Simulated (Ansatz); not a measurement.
# ZrSe2: the cost of one run

Program: Ansatz 0.2.0. Level of theory: DFT PBEsol+D3(BJ), scalar-relativistic, plane waves, PAW. These are calculated values, not measurements.

The COD entry's cell or inner coordinates are ideal or old and differ from later refinements, so a difference from it is no clean test against experiment.

4 further runs of the same task are left out: 4 set aside as unsound or not needed.

## 1. The structure to begin with

Symmetry: P-3m1, No. 164, trigonal system. The conventional cell has a = 3.662 Å, b = 3.662 Å, c = 5.838 Å, α = 90.00°, β = 90.00°, γ = 120.00°. Zr (site symmetry -3m) is surrounded by 6 Se at 2.66 Å. Se (site symmetry 3m) has 3 Zr at 2.66 Å as nearest neighbours.

Structure file:

```
CELL_PARAMETERS angstrom
3.66226 0.00000 0.00000
-1.83113 3.17161 0.00000
0.00000 0.00000 5.83815
ATOMIC_POSITIONS crystal
Zr 0.00000 0.00000 0.00000
Se 0.33333 0.66667 0.27516
Se 0.66667 0.33333 0.72484
```

It is the result of an earlier relaxation at this level (volume 22.60 Å³/atom; gap on the mesh: none (metal)).

## 2. What is varied

The energy is mapped over volume and the cell's shape.

First coordinate, volume per atom: 5 values from 19.89 to 25.32 Å³. Second coordinate, c/a of the conventional cell: 5 values from 1.471 to 1.727.

Nothing else is relaxed (fractional coordinates fixed). Energies count from the relaxed crystal. Points are written as (first, second).

## 3. The run at (19.89 Å³, 1.471)

Input file input.yaml:

```yaml
crystal:
  lattice:
    - [3.6045301995, 0.0, 0.0]
    - [-1.8022650997, 3.1216147215, 0.0]
    - [0.0, 0.0, 5.3033452825]
  atoms:
    - { symbol: Zr, position: [0.0, 0.0, 0.0] }
    - { symbol: Se, position: [0.3333333333, 0.6666666667, 0.2751637935] }
    - { symbol: Se, position: [0.6666666667, 0.3333333333, 0.7248362065] }
basis:
  ecutwfc: 420
kpoints:
  mp_grid: { grid: [15, 15, 8] }
hamiltonian:
  xc: pbesol
  pseudopotentials: { kind: paw, azcp: { folder: soft_1 } }
  dispersion: d3bj
scf:
  occupations: { method: gaussian, width: 0.15 }
output:
  forces: true
  stress: true
  eigenvalues: true
```

The run is started by

```console
$ ansatz run input.yaml --threads 1 --pin off --max-ram 2048MiB --backend cpu --events-out ev --progress --plain --runs-dir out
```

Q: Estimate wall time and peak memory on 1 thread of Arm Neoverse V1, shared host.

About 23 s, with a peak of 0.49 GiB.
